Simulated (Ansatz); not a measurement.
All numbers below come from DFT PBE, scalar-relativistic, plane waves, PAW (Ansatz). Settings: cutoff 420 eV, Γ-centred meshes spaced at most about 0.3 Å⁻¹, and about 0.25 Å⁻¹ or finer for metals (2π included), Gaussian smearing. No spin polarisation.

All energies are static (0 K, no zero-point motion).

Two relaxed structures of Cd3In3O2:

A. Space group P-4m2 (No. 115), tetragonal, a = 4.031 Å, c = 11.004 Å. Cd on a site of symmetry 2mm has 2 Cd at 3.26 Å, 6 In at 3.26–3.44 Å and 4 O at 3.57 Å; around Cd on a site of symmetry -4m2 lie 4 In at 2.85 Å and 4 Cd at 3.26 Å; In on a site of symmetry 2mm has 4 O at 2.26 Å, 4 Cd at 3.44 Å, 4 In at 3.51 Å, 1 Cd at 3.97 Å and 4 In at 4.03 Å; around In on a site of symmetry -4m2 lie 4 Cd at 2.85 Å and 4 Cd at 3.26 Å; O on its first site is surrounded by 4 In at 2.26 Å, 4 O at 2.85 Å and 4 Cd at 3.57 Å; 1 more site not described.

B. Space group P-3m1 (No. 164), trigonal, a = 3.342 Å, c = 17.142 Å. Around Cd on a site of symmetry 3m lie 1 O at 2.23 Å, 3 In at 3.21 Å and 6 Cd at 3.34 Å; Cd on a site of symmetry -3m is surrounded by 6 In at 3.30 Å and 6 Cd at 3.34 Å; In on a site of symmetry -3m has 6 O at 2.22 Å, 6 In at 3.34 Å and 6 Cd at 3.84 Å; around In on a site of symmetry 3m lie 6 Cd at 3.21–3.30 Å and 6 In at 3.34 Å; O has 3 In at 2.22 Å and 1 Cd at 2.23 Å.

Question: Which form is favoured at zero pressure, and by what margin per atom?

Answer: B is lower, by 180 meV/atom. A has space group P-4m2 (No. 115), 22.3 Å³/atom and no gap on its mesh; B has space group P-3m1 (No. 164), 20.7 Å³/atom and no gap. The denser one is the lower, and pressure would at first widen the difference. Both come from invented guesses.

In P-4m2, P-3m1 an odd number of electrons in the primitive cell allows no gap without spin; a larger cell or a magnetic state could open one. Cells relaxed within their symmetry can be saddle points.
